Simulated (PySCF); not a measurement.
# BAs (F-43m) in PySCF: density of states with PBE

Aim: the density of states of BAs with PBE.

All numbers are computed with PySCF 2.14.0; they aren't measurements. Logs are shortened: lines on timing, memory, paths and dates and some standing lists are left out, and cuts for length are marked.

### Step 1. The crystal as given

Symmetry: F-43m, No. 216, cubic system. Conventional cell: a = 4.777 Å, b = 4.777 Å, c = 4.777 Å, α = 90.00°, β = 90.00°, γ = 90.00°. Around As (site symmetry -43m) lie 4 B at 2.07 Å. B (site symmetry -43m) is surrounded by 4 As at 2.07 Å.

### Step 2. Density of states, PBE

run.py reads:

```python
import json
import numpy as np
from pyscf.pbc import gto, scf, dft, df

cell = gto.Cell()
cell.basis = {'As': 'DZVP-MOLOPT-SR-GTH-q5', 'B': 'DZVP-MOLOPT-SR-GTH-q3'}
cell.pseudo = {'As': 'GTH-PBE-q5', 'B': 'GTH-PBE-q3'}
cell.fromfile('POSCAR', format='poscar')
cell.ke_cutoff = 91  # hartree
cell.exp_to_discard = 0.02
cell.precision = 1e-08
cell.space_group_symmetry = True
cell.symmorphic = False
cell.max_memory = 5880  # MB
cell.verbose = 4
cell.build()

res = {}
kpts = cell.make_kpts([10, 10, 10], space_group_symmetry=True, time_reversal_symmetry=True)
cell.space_group_symmetry = False  # the mesh holds the operations; no search on the supercells of the integral code
mf = dft.KRKS(cell, kpts, xc='pbe')
mf = mf.multigrid_numint()
mf = mf.smearing(sigma=0.00183747, method='fermi')  # hartree
mf.conv_tol = 1e-07
mf.max_cycle = 60

mf.kernel()
res.update(converged=bool(mf.converged), e_tot=mf.e_tot, nelec=cell.nelectron, nao=cell.nao, mesh=list(map(int, cell.mesh)), a=cell.lattice_vectors().tolist(), coords=cell.atom_coords().tolist(),
           mo_energy=[np.real(x).tolist() for x in mf.mo_energy], mo_occ=[np.real(x).tolist() for x in mf.mo_occ])
res.update(e_free=mf.e_free, e_zero=mf.e_zero)
res.update(kpts=kpts.kpts_scaled_ibz.tolist(), weights=kpts.weights_ibz.tolist())
res['parts'] = {k: float(np.real(v)) for k, v in mf.scf_summary.items() if np.isscalar(v)}
json.dump(res, open('results.json', 'w'))
if not mf.converged:
    raise SystemExit('SCF not converged')

print('levels (eV)')
for i, kp in enumerate(res['kpts'][:40]):
    print('k %7.4f %7.4f %7.4f  ' % tuple(kp), ' '.join('%.3f' % (x * 27.211386) for x in res['mo_energy'][i][:9]))

mf = mf.to_khf()  # unfold to the whole mesh
kpts = mf.kpts
# Mulliken populations
dm, s = np.asarray(mf.make_rdm1()), np.asarray(mf.get_ovlp())
sites = cell.aoslice_by_atom()[:, 2:]
tot = np.einsum('kij,kji->i', dm, s).real / len(kpts)
res['mulliken'] = [cell.atom_charge(i) - tot[a0:a1].sum() for i, (a0, a1) in enumerate(sites)]
print('Mulliken charges', np.round(res['mulliken'], 5))

# density of states, Gaussians of 0.15 eV
e = np.asarray(mf.mo_energy).real.reshape(1, -1) * 27.211386
ef = mf.get_fermi()
ef = np.max(ef) * 27.211386
x = np.arange(-15, 10.01, 0.1) + round(ef, 1)
dos = np.exp(-((x[:, None, None] - e) / 0.15) ** 2 / 2).sum(-1).T / (0.15 * np.sqrt(2 * np.pi) * len(kpts)) * 2
res.update(dos_e=x.tolist(), dos=dos.tolist())
for a, b in zip(x[::5], dos.T[::5]):
    print('%8.2f' % a, ' '.join('%9.4f' % y for y in b))

# density on a uniform mesh
grids = dft.gen_grid.UniformGrids(cell)
grids.mesh = [19, 19, 19]
grids.build()
ni = dft.numint.KNumInt()
rho = [ni.get_rho(cell, x, grids, kpts) for x in [dm]]
np.save('rho.npy', np.reshape(rho, (-1, *grids.mesh)))
res['done'] = True
json.dump(res, open('results.json', 'w'))
```

POSCAR reads:

```
BAs
1.0
    0.0000000000      2.3885000000      2.3885000000
    2.3885000000      0.0000000000      2.3885000000
    2.3885000000      2.3885000000      0.0000000000
As B
1 1
Direct
    0.7500000000      0.7500000000      0.7500000000
    0.0000000000      0.0000000000      0.0000000000
```

Potentials or basis: DZVP-MOLOPT-SR/GTH-PBE (potentials made for PBE).

Started as:

```console
$ OMP_NUM_THREADS=4 python -u run.py > log
```

The program printed:

```text
Discarded 0 diffused primitive functions, 0 contracted functions
time reversal: True
k-points in IBZ                         weights
  0:  0.000000,  0.000000,  0.000000    1/1000
  1:  0.500000,  0.500000,  0.000000    3/1000
  2:  0.500000,  0.500000,  0.500000    4/1000
  3:  0.600000,  0.600000,  0.000000    6/1000
  4:  0.600000,  0.600000,  0.600000    8/1000
  5:  0.700000,  0.700000,  0.000000    6/1000
[... 39 lines left out ...]
 45:  0.900000,  0.900000,  0.800000    12/1000
 46:  0.900000,  0.900000,  0.900000    8/1000

******** <class 'pyscf.pbc.scf.smearing.SmearingKsymAdaptedKRKS'> ********
method = SmearingKsymAdaptedKRKS
initial guess = minao
damping factor = 0
level_shift factor = 0
DIIS = <class 'pyscf.scf.diis.CDIIS'>
diis_start_cycle = 1
diis_space = 8
diis_damp = 0
SCF conv_tol = 1e-07
SCF conv_tol_grad = None
SCF max_cycles = 60
direct_scf = True
direct_scf_tol = 1e-13

******** PBC SCF flags ********
N kpts (BZ) = 1000
N kpts (IBZ) = 47
Exchange divergence treatment (exxdiv) = ewald
    madelung (= occupied orbital energy shift) = 0.050789292962790916
    Total energy shift due to Ewald probe charge = -1/2 * Nelec*madelung = -0.203157171851
DF object = <pyscf.pbc.df.fft.FFTDF object>
XC functionals = pbe
small_rho_cutoff = 0
Uniform grid, mesh = [29 29 29]
Set gradient conv threshold to 0.000316228
nelec by numeric integration = 7.999999999999998
init E= -9.13174363461436
    sigma = 0.00183747  Optimized mu = 0.335737192391  entropy = 5.96227424379e-07
nelec by numeric integration = 8.000000000000009
    Total E(T) = -9.14109585679559  Free energy = -9.14109585789114  E0 = -9.14109585734337
cycle= 1 E= -9.14109585679559  delta_E= -0.00935  |g|= 0.39  |ddm|= 17.7
    sigma = 0.00183747  Optimized mu = 0.342963250627  entropy = 1.82836356666e-06
nelec by numeric integration = 8.000000000000007
    Total E(T) = -9.14011168247407  Free energy = -9.14011168583363  E0 = -9.14011168415385
cycle= 2 E= -9.14011168247407  delta_E= 0.000984  |g|= 0.495  |ddm|= 2.84
    sigma = 0.00183747  Optimized mu = 0.339918031169  entropy = 1.02351496453e-06
nelec by numeric integration = 8.000000000000007
    Total E(T) = -9.14299706602157  Free energy = -9.14299706790225  E0 = -9.14299706696191
cycle= 3 E= -9.14299706602157  delta_E= -0.00289  |g|= 0.000745  |ddm|= 1.56
    sigma = 0.00183747  Optimized mu = 0.339898425943  entropy = 1.02347120954e-06
nelec by numeric integration = 8.000000000000009
    Total E(T) = -9.14299706862714  Free energy = -9.14299707050773  E0 = -9.14299706956743
cycle= 4 E= -9.14299706862714  delta_E= -2.61e-09  |g|= 4.26e-05  |ddm|= 0.00237
    sigma = 0.00183747  Optimized mu = 0.339899243855  entropy = 1.02347162537e-06
nelec by numeric integration = 8.000000000000009
    Total E(T) = -9.14299706862297  Free energy = -9.14299707050357  E0 = -9.14299706956327
Extra cycle  E= -9.14299706862297  delta_E= 4.16e-12  |g|= 5e-05  |ddm|= 0.000368
converged SCF energy = -9.14299706862297
levels (eV)
k  0.0000  0.0000  0.0000   -6.739 8.649 8.649 8.649 11.988 11.988 11.988 13.664 22.002
k  0.5000  0.5000  0.0000   -2.565 0.148 4.609 4.609 10.130 10.221 20.189 20.189 22.904
k  0.5000  0.5000  0.5000   -3.878 -0.112 6.862 6.862 11.380 13.498 13.498 19.817 24.316
k  0.6000  0.6000  0.0000   -3.495 1.349 4.833 4.833 9.883 11.095 19.233 19.233 22.177
k  0.6000  0.6000  0.6000   -4.410 0.744 6.971 6.971 11.451 13.542 13.542 19.343 22.887
k  0.7000  0.7000  0.0000   -4.826 3.448 5.491 5.491 10.105 12.710 17.261 17.261 20.580
[... 32 lines left out ...]
k  0.9000  0.9000  0.1000   -6.142 5.661 7.203 7.551 11.620 13.322 13.954 15.580 19.649
k  0.9000  0.9000  0.2000   -5.466 3.393 6.736 6.973 11.982 13.337 14.467 16.534 20.236
Mulliken charges [-0.05103  0.05103]
   -6.40    0.1316
   -5.90    0.1899
   -5.40    0.3002
   -4.90    0.4946
   -4.40    0.3614
   -3.90    0.7627
[... 43 lines left out ...]
   18.10    0.5172
   18.60    0.3073
```

Run time: 1.9 min. Hardware: 4 threads of Intel Xeon Platinum 8488C (Sapphire Rapids), shared host; peak memory 5.5 GiB.

Results:

- Free energy: -248.7936 eV
- Band gap on the k mesh: 1.23 eV, indirect (least direct gap 3.34 eV)
- Mulliken charges: As -0.05; B +0.05 e

States per cell in windows of 1 eV (zero at the valence-band top; states under -8 eV left out):
| from (eV) | total |
| --- | --- |
| -8.0 | 0.73 |
| -7.0 | 0.31 |
| -6.0 | 0.78 |
| -5.0 | 0.87 |
| -4.0 | 1.06 |
| -3.0 | 0.99 |
| -2.0 | 0.59 |
| -1.0 | 0.17 |
| 0.0 | 0.00 |
| 1.0 | 0.16 |
| 2.0 | 0.63 |
| 3.0 | 1.24 |
| 4.0 | 0.98 |
| 5.0 | 1.09 |
| 6.0 | 1.06 |
| 7.0 | 0.87 |

Caveat: Mulliken charges move with the basis; the basis of atomic orbitals isn't converged, which shifts pressures, moduli and gaps. Expect the measured gap to be larger: semilocal functionals such as PBE lack the derivative discontinuity.
